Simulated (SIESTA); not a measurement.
This SIESTA 5.4.2 run on MgTe needs a look.

The input MgTe.fdf:

```
SystemName                      MgTe
SystemLabel                     MgTe
NumberOfSpecies                 2
NumberOfAtoms                   6
%block ChemicalSpeciesLabel
  1  52 Te
  2  12 Mg
%endblock ChemicalSpeciesLabel

UseStructFile                   true

%block kgrid.MonkhorstPack
    5   0   0  0.0
    0   5   0  0.0
    0   0   1  0.0
%endblock kgrid.MonkhorstPack
%block XC.Mix
  2
  LDA LIBXC-00-LDA_X 1.0 0.0
  LDA LIBXC-00-LDA_C_VWN 0.0 1.0
%endblock XC.Mix
PAO.BasisSize                   DZDP
PAO.EnergyShift                 0.003 Ry
Mesh.Cutoff                     800 Ry
Spin                            spin-orbit
%block DM.InitSpin
    1   0.181    80.43   -36.55
    2   0.000     0.00    -0.00
    3   0.310   108.26   151.78
    4   0.000   180.00     0.00
    5   0.090    71.93   143.53
    6   0.000   180.00     0.00
%endblock DM.InitSpin
WriteOrbMom                     true
OccupationFunction              FD
ElectronicTemperature           0.05 eV
Slab.DipoleCorrection           vacuum
MaxSCFIterations                100
SCF.MustConverge                false
SCF.Mixer.Method                Pulay
SCF.Mixer.Weight                0.1
SCF.Mixer.History               10
SCF.DM.Tolerance                1.0e-14
SCF.H.Tolerance                 1.0e-13 eV
WriteForces                     true
Charge.Mulliken                 end
%block PAO.PolarizationScheme
  Te non-perturbative
  Mg non-perturbative
%endblock PAO.PolarizationScheme
%block PAO.Basis
  Te 4
  n=5 0 2
    5.613 0.000
  n=5 1 2
    7.224 0.000
  n=4 2 2
    3.273 0.000
  n=5 2 2
    7.224 0.000
  Mg 4
  n=2 0 2
    2.614 0.000
  n=3 0 2
    8.163 0.000
  n=2 1 2
    2.967 0.000
  n=3 1 2
    8.163 0.000
%endblock PAO.Basis
```

Contents of MgTe.STRUCT_IN:

```
   4.5707365703     0.0000000000     0.0000000000
  -2.2853682852     3.9583739839     0.0000000000
   0.0000000000     0.0000000000    23.3969792595
6
1  52    0.0000000000     0.0000000000     0.3205542013
2  12    0.3333333333     0.6666666667     0.3604310455
1  52    0.3333333333     0.6666666667     0.4800615779
2  12    0.6666666667     0.3333333333     0.5199384221
1  52    0.6666666667     0.3333333333     0.6395689545
2  12    0.0000000000     0.0000000000     0.6794457987
```

Potentials or basis: PseudoDojo 0.4 standard (PBE files, fully relativistic), DZDP (energy shift 0.003 Ry; two zetas on semicore shells).

Launch:

```bash
$ siesta < MgTe.fdf > MgTe.out 2>&1
```

MgTe.out:

```text
Version         : 5.4.2

                           ***********************
                           *  WELCOME TO SIESTA  *
                           ***********************

 NOTE: Siesta V5 introduces some new defaults for basis-set generation
 NOTE: which might lead to slightly different numerical results.
 NOTE: Please see the manual for full details and compatibility measures.

reinit: Reading from standard input
reinit: Dumping input in INPUT_TMP.03033
************************** Dump of input data file ****************************
SystemName                      MgTe
SystemLabel                     MgTe
NumberOfSpecies                 2
NumberOfAtoms                   6
[... 742 lines left out ...]
   scf:    6   -13332.985858   -13361.856643   -13361.863331  0.621279 -3.978351  8.461034
     spin moment: {S} , |S| = {    0.00133   -0.00126    0.00119 }     0.00218
Dipole moment in unit cell =       0.0000       0.0000      17.4613 D
Electric field for dipole correction =    -0.000000    -0.000000    -1.553972 eV/Ang/e
   scf:    7   -13353.426327   -13358.141050   -13358.141051  0.038616 -4.128289 16.162880
     spin moment: {S} , |S| = {   -0.00005    0.00003   -0.00001 }     0.00006
Dipole moment in unit cell =       0.0000       0.0000      12.0178 D
Electric field for dipole correction =    -0.000000    -0.000000    -1.069534 eV/Ang/e
   scf:    8   -13363.624633   -13361.219343   -13361.221854  0.040298 -4.005621 10.355397
     spin moment: {S} , |S| = {    0.00020   -0.00019    0.00018 }     0.00033
Dipole moment in unit cell =       0.0000       0.0000      13.6961 D
Electric field for dipole correction =    -0.000000    -0.000000    -1.218894 eV/Ang/e
   scf:    9   -13359.621341   -13360.443023   -13360.443561  0.011312 -4.045635 12.166317
     spin moment: {S} , |S| = {    0.00002   -0.00003    0.00002 }     0.00004
Dipole moment in unit cell =       0.0000       0.0000      14.6390 D
Electric field for dipole correction =    -0.000000    -0.000000    -1.302806 eV/Ang/e
   scf:   10   -13359.454278   -13359.956671   -13359.956878  0.008466 -4.073648 13.189467
     spin moment: {S} , |S| = {    0.00000   -0.00001    0.00001 }     0.00001
Dipole moment in unit cell =       0.0000       0.0000      13.4901 D
Electric field for dipole correction =    -0.000000    -0.000000    -1.200559 eV/Ang/e
   scf:   11   -13361.133605   -13360.563032   -13360.564002  0.006893 -4.042510 11.922430
     spin moment: {S} , |S| = {    0.00004   -0.00004    0.00003 }     0.00007
Dipole moment in unit cell =       0.0000       0.0000      15.3258 D
Electric field for dipole correction =    -0.000000    -0.000000    -1.363926 eV/Ang/e
   scf:   12   -13358.453943   -13359.538886   -13359.538928  0.011180 -4.095082 14.015224
```

Among its messages:

```text
initDM: WARNING: atom 2 has a closed-shell and cannot be polarized
initDM: WARNING: atom 4 has a closed-shell and cannot be polarized
initDM: WARNING: atom 6 has a closed-shell and cannot be polarized
xc_check: WARNING: Pseudopotential generated with GGA PBE functional
```

Task: How did it end, and where is the flaw?

Result: The calculation hadn't finished when its time ran out. The input holds a flaw that was put in on purpose: tolerance that can't be met (SCF.DM.Tolerance = 1.0e-14; SCF.H.Tolerance = 1.0e-13 eV).
